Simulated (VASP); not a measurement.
# BaTe (Fm-3m) in VASP: further runs

Runs on BaTe. Level: r2SCAN. Tasks: single point.

All numbers are computed with VASP 6.6.1; they aren't measurements. Logs are shortened: lines on timing, memory, paths and dates and some standing lists are left out, and cuts for length are marked.

## (1) The structure

It takes space group Fm-3m (No. 225, cubic). Conventional cell: a = 6.820 Å, b = 6.820 Å, c = 6.820 Å, α = 90.00°, β = 90.00°, γ = 90.00°. Ba (site symmetry m-3m) has 6 Te at 3.41 Å as nearest neighbours. Te (site symmetry m-3m) has 6 Ba at 3.41 Å as nearest neighbours.

## (2) Single point, r2SCAN

The input, INCAR:

```
SYSTEM = BaTe
ADDGRID  = .FALSE.      
ALGO     = Normal         ! electronic algorithm
EDIFF    = 1E-6           ! SCF threshold, eV
ENCUT    = 250            ! plane-wave cutoff, eV
ISIF     = 2              ! what is computed and relaxed
ISMEAR   = 0              ! smearing method
LASPH    = .TRUE.         ! aspherical terms in the spheres
LCHARG   = .FALSE.        ! write CHGCAR
LMIXTAU  = .TRUE.       
LREAL    = .FALSE.        ! projectors in reciprocal space
LWAVE    = .FALSE.        ! write WAVECAR
METAGGA  = R2SCAN         ! meta-GGA
NELM     = 100            ! most SCF steps
PREC     = Accurate       ! precision mode
SIGMA    = 0.05           ! smearing width, eV
```

The input, KPOINTS:

```
k-points
0
G
  5 5 5
  0 0 0
```

The input, POSCAR:

```
BaTe
1.0
    0.0000000000      3.4100000000      3.4100000000
    3.4100000000      0.0000000000      3.4100000000
    3.4100000000      3.4100000000      0.0000000000
Ba Te
1 1
Direct
   -0.0114420000     -0.0073020000      0.0189620000
    0.5174540000      0.4974090000      0.5124580000
```

Potentials or basis: VASP PAW PBE potentials, release 64 (Ba_sv, Te).

Started as:

```console
$ cat potpaw_PBE.64/Ba_sv/POTCAR potpaw_PBE.64/Te/POTCAR > POTCAR
$ mpirun -np 1 vasp_std > vasp.out
```

OUTCAR:

```text
SYSTEM = BaTe
   EDIFF = 1E-6
   ENCUT = 250
   ISIF = 2
   ISMEAR = 0
   LASPH = .TRUE.
   LREAL = .FALSE.
   METAGGA = R2SCAN
   NELM = 100
   PREC = Accurate

 Found     63 irreducible k-points:

 Following reciprocal coordinates:
            Coordinates               Weight
  0.000000  0.000000  0.000000      1.000000
  0.200000  0.000000  0.000000      2.000000
  0.000000  0.200000  0.000000      2.000000
  0.000000  0.000000  0.200000      2.000000
  0.200000  0.200000  0.200000      2.000000
  0.400000  0.000000  0.000000      2.000000
   k-points           NKPTS =     63   k-points in BZ     NKDIM =     63   number of bands    NBANDS=     12
   number of dos      NEDOS =    301   number of ions     NIONS =      2
   total plane-waves  NPLWV =  21952
   dimension x,y,z NGX =    28 NGY =   28 NGZ =   28
   dimension x,y,z NGXF=    56 NGYF=   56 NGZF=   56
   ions per type =               1   1
   NGX,Y,Z   is equivalent  to a cutoff of   9.65,  9.65,  9.65 a.u.
   NGXF,Y,Z  is equivalent  to a cutoff of  19.30, 19.30, 19.30 a.u.
 SYSTEM =  BaTe
   PREC   = accura    normal or accurate (medium, high low for compatibility)
   ISTART =      0    job   : 0-new  1-cont  2-samecut
   ICHARG =      2    charge: 1-file 2-atom 10-const
   ISPIN  =      1    spin polarized calculation?
   LNONCOLLINEAR =      F non collinear calculations
   LSORBIT =      F    spin-orbit coupling
   LASPH  =      T    aspherical Exc in radial PAW
   ENCUT  =  250.0 eV  18.37 Ry    4.29 a.u.   6.22  6.22  6.22*2*pi/ulx,y,z
   NELM   =    100;   NELMIN=  2; NELMDL= -5     # of ELM steps
   EDIFF  = 0.1E-05   stopping-criterion for ELM
   LREAL  =      F    real-space projection
   EDIFFG = 0.1E-04   stopping-criterion for IOM
   NSW    =      0    number of steps for IOM
   IBRION =     -1    ionic relax: 0-MD 1-quasi-New 2-CG
   NFREE  =      0    steps in history (QN), initial steepest desc. (CG)
   ISIF   =      2    stress and relaxation
   ISYM   =      2    0-nonsym 1-usesym 2-fastsym
   POTIM  = 0.5000    time-step for ionic-motion
   TEBEG  =    0.0;   TEEND  =   0.0 temperature during run
   PSTRESS=    0.0 pullay stress
   NELECT =      16.0000    total number of electrons
   NUPDOWN=      -1.0000    fix difference up-down
   EMIN   =  10.00;   EMAX   =-10.00  energy-range for DOS
   EFERMI =   0.00;   METHOD = LEGACY
   ISMEAR =     0;   SIGMA  =   0.05  broadening in eV -4-tet -1-fermi 0-gaus
   EFERMI_NEDOS =   21; number of points for ismear=-14 and -15
   IALGO  =     38    algorithm
   IMIX   =      4    mixing-type and parameters
     AMIX     =   0.40;   BMIX     =  1.00
     AMIX_MAG =   1.60;   BMIX_MAG =  1.00
  volume/ion in A,a.u.               =      39.65       267.58
  Fermi-wavevector in a.u.,A,eV,Ry     =   0.960175  1.814468 12.543704  0.921936
  Thomas-Fermi vector in A             =   2.089436
   LORBIT       =      0    0 simple, 1 ext, 2 COOP (PROOUT), +10 PAW based schemes
   METAGGA = R2SCAN    functional components
   LHFCALC =     F    Hartree Fock is set to
   AEXX    =    0.0000 exact exchange contribution
   IVDW    =     0    specifies the selected vdW correction
   LEPSILON=     F    determine dielectric tensor
   LRPA    =     F    only Hartree local field effects (RPA)
 non-spin polarized calculation
 Gauss-broadening in eV      SIGMA  =   0.05
  energy-cutoff  :      250.00
  volume of cell :       79.30
 maximum number of plane-waves:       728
 NGX is ok and might be reduce to    28
   NGX = 13   NGY = 13   NGZ = 13

 number of electron      16.0000000 magnetization

 Free energy of the ion-electron system (eV)
  ---------------------------------------------------
  ext. energy  EPLUGINS =         0.00000000
  ---------------------------------------------------
  free energy    TOTEN  =       -55.86518190 eV

  energy without entropy =      -55.86518190  energy(sigma->0) =      -55.86518190

 E-fermi :   2.8616     XC(G=0):  -8.9625

 val. band max:        2.5595576849   @ k =   0.0000   0.0000   0.0000
 cond. band min:       4.4003747770   @ k =   0.4000   0.4000   0.0000
 fundamental gap:      1.8408170921
 Fermi energy:         2.8615705245

 k-point     1 :       0.0000    0.0000    0.0000
  band No.  band energies     occupation
      1     -25.0237      2.00000
      2      -9.7853      2.00000
      3      -9.7769      2.00000
      4      -9.7725      2.00000
      5      -7.4089      2.00000
      6       2.5526      2.00000
      7       2.5533      2.00000
      8       2.5596      2.00000
      9       5.8643      0.00000
     10       5.9105      0.00000
     11       5.9225      0.00000
     12       6.5228      0.00000

 k-point     2 :       0.2000    0.0000    0.0000
  band No.  band energies     occupation
      1     -25.0161      2.00000
      2     -10.0389      2.00000
      3      -9.7827      2.00000
      4      -9.7779      2.00000
      5      -7.0252      2.00000
      6       1.4783      2.00000
      7       2.0009      2.00000
      8       2.0102      2.00000
      9       6.0370      0.00000
     10       6.3965      0.00000
     11       6.4138      0.00000
     12       7.8501      0.00000

 k-point     3 :       0.0000    0.2000    0.0000
  band No.  band energies     occupation
      1     -25.0160      2.00000
      2     -10.0424      2.00000
      3      -9.7825      2.00000
      4      -9.7783      2.00000
      5      -7.0215      2.00000
      6       1.4697      2.00000
      7       2.0064      2.00000
      8       2.0372      2.00000
      9       5.9949      0.00000
     10       6.3888      0.00000
     11       6.4057      0.00000
     12       7.8295      0.00000

 k-point     4 :       0.0000    0.0000    0.2000
  band No.  band energies     occupation
      1     -25.0160      2.00000
      2     -10.0423      2.00000
      3      -9.7825      2.00000
      4      -9.7783      2.00000
      5      -7.0216      2.00000
      6       1.4699      2.00000
      7       2.0062      2.00000
      8       2.0365      2.00000
      9       5.9959      0.00000
     10       6.3890      0.00000
     11       6.4060      0.00000
     12       7.8297      0.00000

 k-point     5 :       0.2000    0.2000    0.2000
  band No.  band energies     occupation
      1     -25.0161      2.00000
      2     -10.0393      2.00000
      3      -9.7827      2.00000
      4      -9.7779      2.00000
      5      -7.0248      2.00000
      6       1.4772      2.00000
      7       2.0018      2.00000
      8       2.0134      2.00000
      9       6.0318      0.00000
     10       6.3942      0.00000
     11       6.4140      0.00000
     12       7.8458      0.00000

 k-point     6 :       0.4000    0.0000    0.0000
  band No.  band energies     occupation
      1     -25.0038      2.00000
      2     -10.3607      2.00000
      3      -9.7891      2.00000
      4      -9.7843      2.00000
      5      -6.4710      2.00000
      6       0.3156      2.00000
      7       1.3759      2.00000
      8       1.3812      2.00000
      9       6.8324      0.00000
     10       7.7092      0.00000
     11       7.7215      0.00000
     12       8.6343      0.00000

 [... further k-points ...]
[... 5 lines left out ...]
  --------------------------------------------------------------------------------------
  -------------------------------------------------------------------------------------
  Total        2.1312898      2.2684264      2.4429709      0.0029806     -0.0603866      0.0048132
  in kB       43.0586055     45.8291868     49.3555204      0.0602172     -1.2199940      0.0972411
  external PRESSURE =      46.0811042 kB  Pullay stress =       0.0000000 kB

 VOLUME and BASIS-vectors are now :
 -----------------------------------------------------------------------------
  energy-cutoff  :      250.00
  volume of cell :       79.30
      direct lattice vectors                 reciprocal lattice vectors
     0.000000000  3.410000000  3.410000000    -0.146627566  0.146627566  0.146627566
     3.410000000  0.000000000  3.410000000     0.146627566 -0.146627566  0.146627566
     3.410000000  3.410000000  0.000000000     0.146627566  0.146627566 -0.146627566

 POSITION                                       TOTAL-FORCE (eV/Angst)
 -----------------------------------------------------------------------------------
      3.44976      3.43564      6.75608        -0.019912      0.252187      0.389313
      3.44365      3.51200      3.46068         0.019912     -0.252187     -0.389313
 -----------------------------------------------------------------------------------
    total drift:                                0.000169      0.000811      0.001347

  FREE ENERGIE OF THE ION-ELECTRON SYSTEM (eV)
  ---------------------------------------------------
  free  energy   TOTEN  =       -55.8651819001 eV

  energy  without entropy=      -55.8651819001  energy(sigma->0) =      -55.86518190
```

Run time: 3.9 min. Hardware: 1 thread of AMD EPYC 7R43 (Zen 3), shared host; peak memory 0.14 GiB.

These settings aren't checked as converged: the numbers below hold their error.

Results:

| Property | Result |
| --- | --- |
| Free energy | -55.8652 eV |
| Pressure | 4.6 GPa |
| Largest force | 0.464 eV/Å |
| Band gap on the k mesh | 1.84 eV, indirect (least direct gap 2.20 eV) |

Caveat: the PAW data sets were made with another functional, which shifts forces and pressure a little; spin-orbit coupling is left out, which moves the levels of the heavy elements; an odd mesh through Γ misses points on the zone boundary, where band edges often lie.

## (3) Single point, r2SCAN

INCAR: that of step 2 with these lines changed.

```diff
@@ -4,3 +4,3 @@
 EDIFF    = 1E-6           ! SCF threshold, eV
-ENCUT    = 250            ! plane-wave cutoff, eV
+ENCUT    = 700            ! plane-wave cutoff, eV
 ISIF     = 2              ! what is computed and relaxed
```

The input, KPOINTS:

```
k-points
0
G
  3 3 3
  0 0 0
```

The input, POSCAR:

```
BaTe
1.0
    0.0000000000      3.4100000000      3.4100000000
    3.4100000000      0.0000000000      3.4100000000
    3.4100000000      3.4100000000      0.0000000000
Ba Te
1 1
Direct
    0.0000000000      0.0000000000      0.0000000000
    0.5000000000      0.5000000000      0.5000000000
```

Potentials or basis: VASP PAW PBE potentials, release 64 (Ba_sv, Te).

Started as:

```console
$ cat potpaw_PBE.64/Ba_sv/POTCAR potpaw_PBE.64/Te/POTCAR > POTCAR
$ mpirun -np 1 vasp_std > vasp.out
```

Run time: 88 s. Hardware: 1 thread of AMD EPYC 7R43 (Zen 3), shared host; peak memory 0.23 GiB.

These settings aren't checked as converged: the numbers below hold their error.

What came out:

```yaml
Free_energy: -55.8541 eV
Pressure: 5.0 GPa
Band_gap_on_the_k_mesh: 1.94 eV, indirect (least direct gap 2.32 eV)
```

Caveat: the k mesh is coarse (spacing up to 0.53 Å⁻¹), so the values aren't converged; the PAW data sets were made with another functional, which shifts forces and pressure a little; spin-orbit coupling is left out, which moves the levels of the heavy elements; an odd mesh through Γ misses points on the zone boundary, where band edges often lie.

## (4) The reference run

An earlier run on the cell as given: functional PBE; potentials or basis VASP PAW PBE potentials, release 64 (Ba_sv, Te); cutoff 520 eV; k mesh 7 × 7 × 7; occupations fermi-dirac, width 0.05 eV; no spin polarisation.

* Pressure: 4.2 GPa
* Band gap on the k mesh: 1.38 eV, indirect (least direct gap 1.76 eV)
